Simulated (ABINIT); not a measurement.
Write the native input for ABINIT 10.8.3 (patched build) that does the following.

* Task: equation of state
* Functional: LDA
* Potentials or basis: JTH PAW LDA v2.0
* Cutoff: 408 eV
* k mesh: 8 × 8 × 8
* Occupations: fermi-dirac, width 0.05 eV
* Spin: no spin polarisation
* Fine-grid cutoff: 816.342 eV

TiAl:

```xyz
2
Lattice="3.1791 0.0000 0.0000 0.0000 3.1791 0.0000 0.0000 0.0000 3.1791" Properties=species:S:1:pos:R:3 pbc="T T T"
Ti    0.0000    0.0000    0.0000
Al    1.5895    1.5895    1.5895
```

The cell comes from a database or a generator and needn't be the stable form of this composition.

One way to write it, as run:

run.abi

```
# Datasets: one volume each
ndtset 7
getwfk -1
scalecart1 3*0.9795861087
scalecart2 3*0.9864848297
scalecart3 3*0.9932883884
scalecart4 3*1.0000000000
scalecart5 3*1.0066227096
scalecart6 3*1.0131594038
scalecart7 3*1.0196128224

# Pseudopotentials
pp_dirpath "./"
pseudos "Ti.LDA_PW-JTH.xml, Al.LDA_PW-JTH.xml"

# Structure
acell 6.0075602927 6.0075602927 6.0075602927
rprim
     1.0000000000     0.0000000000     0.0000000000
     0.0000000000     1.0000000000     0.0000000000
     0.0000000000     0.0000000000     1.0000000000
ntypat 2
znucl 22 13
natom 2
typat 1 2
xred
     0.0000000000     0.0000000000     0.0000000000
     0.5000000000     0.5000000000     0.5000000000

# Plane-wave basis
ecut 15.0
pawecutdg 30.0

# k points
kptopt 1
ngkpt 8 8 8
nshiftk 1
shiftk 0.0 0.0 0.0

# Exchange and correlation
ixc 7

# Bands and occupations
nband 12
occopt 3
tsmear 0.00183747

# SCF cycle
nstep 100
tolvrs 1.0e-9

# Output
iomode 3
prtwf 1
prtden 0
prteig 0
prtebands 0
enunit 1
```

Potentials or basis: JTH PAW LDA v2.0.

Run with:

```bash
$ abinit run.abi > log 2>&1
```

Results of the run:

| Quantity | Value |
| --- | --- |
| Equilibrium volume | 15.29 Å³/atom |
| Bulk modulus | 125 GPa |
| Pressure derivative of the bulk modulus | 4.0 |

Caveat: pressures at fixed basis lie under the slope of the energies.

Wall time 40 s on 1 thread of Arm Neoverse V1, with other jobs on the host, peak memory 0.11 GiB.
